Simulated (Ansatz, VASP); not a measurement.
# Si: VASP beside Ansatz

Contents of INCAR:

```
SYSTEM = Si
ALGO     = Fast           ! electronic algorithm
EDIFF    = 1E-7           ! SCF threshold, eV
ENCUT    = 520            ! plane-wave cutoff, eV
GGA      = PE             ! functional
ISIF     = 2              ! what is computed and relaxed
ISMEAR   = -1             ! smearing method
LASPH    = .TRUE.         ! aspherical terms in the spheres
LCHARG   = .FALSE.        ! write CHGCAR
LREAL    = .FALSE.        ! projectors in reciprocal space
LWAVE    = .FALSE.        ! write WAVECAR
NBANDS   = 13             ! bands
NELM     = 100            ! most SCF steps
PREC     = Accurate       ! precision mode
SIGMA    = 0.1            ! smearing width, eV
```

Contents of KPOINTS:

```
k-points
0
G
  9 9 12
  0 0 0
```

Contents of POSCAR:

```
Si
1.0
    4.4506851746      0.0000000000      0.0000000000
   -2.2253425873      3.8544064254      0.0000000000
    0.0000000000      0.0000000000      2.5869858561
Si
3
Direct
    0.0000000000      0.0000000000      0.0000000000
    0.3333333333      0.6666666667      0.5000000000
    0.6666666667      0.3333333333      0.5000000000
```

Input for Ansatz:

```yaml
crystal:
  lattice:
    - [4.4506851746, 0.0, 0.0]
    - [-2.2253425873, 3.8544064254, 0.0]
    - [0.0, 0.0, 2.5869858561]
  atoms:
    - { symbol: Si, position: [0.0, 0.0, 0.0] }
    - { symbol: Si, position: [0.3333333333, 0.6666666667, 0.5] }
    - { symbol: Si, position: [0.6666666667, 0.3333333333, 0.5] }
kpoints:
  mp_grid: { grid: [9, 9, 12] }
  band_path:
    path:
      - [0.0, 0.0, 0.0]
      - [0.5, 0.0, 0.0]
      - [0.3333333333, 0.3333333333, 0.0]
      - [0.0, 0.0, 0.0]
      - [0.0, 0.0, 0.5]
      - [0.5, 0.0, 0.5]
      - [0.3333333333, 0.3333333333, 0.5]
      - [0.0, 0.0, 0.5]
      - [0.5, 0.0, 0.5]
    npoints: 14
scf:
  occupations: { method: fermi_dirac, width: 0.1 }
hamiltonian:
  xc: pbe
  pseudopotentials: { kind: all_electron, lapw: { basis_error: 0.001 } }
output:
  forces: true
  stress: true
  eigenvalues: true
  populations: true
  dos: { projected: true, de: 0.2, e_range: [-14, 8] }
```

This isn't the form of Si at room conditions, which is diamond.

Alike in both runs: task single point; functional PBE; k mesh 9 × 9 × 12; occupations fermi-dirac, width 0.1 eV; no spin polarisation.

```csv
,VASP,Ansatz
version,VASP 6.6.1,Ansatz 0.2.0
potentials or method,"VASP PAW PBE potentials, release 64 (Si)","all-electron LAPW, scalar-relativistic"
plane-wave cutoff (eV),520,see its input
```

```tsv
	VASP	Ansatz	Ansatz less VASP
pressure (GPa)	-0.1	0.0	+0.06
```

Ansatz ran all-electron here, so the differences hold the error of VASP's frozen core and of both bases.
